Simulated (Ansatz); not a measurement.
## BeSe: pressure against volume, fitted

```
CELL_PARAMETERS angstrom
0.00000 2.53500 2.53500
2.53500 0.00000 2.53500
2.53500 2.53500 0.00000
ATOMIC_POSITIONS crystal
Be 0.00000 0.00000 0.00000
Se 0.75000 0.75000 0.75000
```

Atoms are numbered in the order listed.

The cell is COD entry 9008837, as deposited and not checked against the literature; nothing was relaxed. It differs from other determinations.

All numbers below come from DFT, LDA, all-electron LAPW, scalar-relativistic in Ansatz 0.2.0.

Sampling and basis: a Γ-centred 10×10×10 k mesh, Fermi–Dirac smearing of 0.02 eV, basis error target 1 meV/atom, no spin polarisation.

The cell is scaled evenly. Fractional coordinates are held (clamped ions).

| V (Å³/atom) | P (GPa) |
| --- | --- |
| 15.639 | 4.38 |
| 15.965 | 2.39 |
| 16.128 | 1.46 |
| 16.290 | 0.58 |
| 16.453 | -0.26 |
| 16.616 | -1.07 |
| 16.942 | -2.56 |
| 17.268 | -3.91 |

(1) Fit a third-order Birch–Murnaghan curve to the pressures.

(2) Predict the pressure at the withheld volume, 15.313 Å³/atom.

## Answers

(1) P = (3B0/2)(y^(7/2) − y^(5/2))[1 + (3/4)(B0′ − 4)(y − 1)] with y = (V0/V)^(2/3) fits within 0.01 GPa for V0 = 16.402 Å³/atom, B0 = 83.9 GPa and B0′ = 3.86.

(2) There y = 1.0468, so the fit gives 6.58 GPa; the run gave 6.58 GPa.
